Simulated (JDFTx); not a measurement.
Wanted: the native input for a JDFTx 1.7.0 (patched build) run.

| Item | Value |
| --- | --- |
| Task | single point |
| Functional | PBEsol |
| Potentials or basis | PseudoDojo-SR-PBEsol-0.4.1-standard with smoothed tails |
| Cutoff | 1143 eV |
| Density cutoff | 9143 eV |
| k mesh | 6 × 6 × 6 |
| Occupations | fermi-dirac, width 0.05 eV |
| Spin | no spin polarisation |
| Local potential set to -Z/r beyond | 6 bohr |
| Bands | 41 |
| Density cutoff over wavefunction cutoff | 8 |
| Max SCF steps | 100 |
| SCF threshold on the energy | 1e-09 Ha |
| Solver of the electrons | scf |
| Further solve for the empty bands | yes |

Crystal: SiO2.

```
Si O
1.0
    -4.47204    4.47204    2.61177
     4.47204   -4.47204    2.61177
     4.47204    4.47204   -2.61177
Si O
4 8
Cartesian
  2.8899 2.8899 2.6118
  2.8899 -2.8899 2.6118
  -2.8899 2.8899 2.6118
  1.5821 1.5821 0.0000
  7.0788 0.0000 0.0000
  0.0000 1.8653 0.0000
  0.0000 7.0788 0.0000
  1.8653 0.0000 0.0000
  2.2360 2.2360 -1.3059
  -2.2360 2.2360 1.3059
  2.2360 -2.2360 1.3059
  2.2360 2.2360 1.3059
```

The cell comes from a database or a generator and needn't be the stable form of this composition.

One way to write it, as run:

SiO2.in

```
lattice \
   -8.4509318010     8.4509318010     8.4509318010 \
    8.4509318010    -8.4509318010     8.4509318010 \
    4.9355306619     4.9355306619    -4.9355306619
coords-type Lattice
ion Si     0.8231114200     0.8231114200     0.6462228400 1
ion Si     0.1768885800     0.8231114200     0.0000000000 1
ion Si     0.8231114200     0.1768885800     0.0000000000 1
ion Si     0.1768885800     0.1768885800     0.3537771600 1
ion O      0.0000000000     0.7914513400     0.7914513400 1
ion O      0.2085486600     0.0000000000     0.2085486600 1
ion O      0.7914513400     0.0000000000     0.7914513400 1
ion O      0.0000000000     0.2085486600     0.2085486600 1
ion O      0.0000000000     0.0000000000     0.5000000000 1
ion O      0.5000000000     0.0000000000     0.0000000000 1
ion O      0.0000000000     0.5000000000     0.0000000000 1
ion O      0.5000000000     0.5000000000     0.5000000000 1

ion-species pseudo/Si.upf
ion-species pseudo/O.upf
elec-cutoff 42 336
elec-ex-corr gga-PBEsol
kpoint-folding 6 6 6
elec-smearing Fermi 0.0018374661
elec-n-bands 41
electronic-SCF nIterations 100 energyDiffThreshold 1e-09
electronic-minimize nIterations 30 energyDiffThreshold 1e-7
converge-empty-states yes
forces-output-coords Cartesian

dump-name run.$VAR
dump End Ecomponents EigStats BandEigs Kpoints Forces Stress
```

Potentials or basis: PseudoDojo-SR-PBEsol-0.4.1-standard with smoothed tails.

Launch:

```console
$ jdftx -c 1 -i SiO2.in -o SiO2.out
```

It gave:

| Quantity | Value |
| --- | --- |
| Pressure | 1.2 GPa |
| Largest force | 0.096 eV/Å |
| Band gap on the k mesh | 5.57 eV, indirect (least direct gap 5.57 eV) |
| Loewdin charges | Si +1.85; O -0.82 e |

Caveat: the atomic charges don't sum to the cell's charge; the empty levels aren't tightly converged.

Wall time 35 min on 1 thread of Intel(R) Xeon(R) Processor @ 2.70GHz (shared host), peak memory 2.1 GiB.
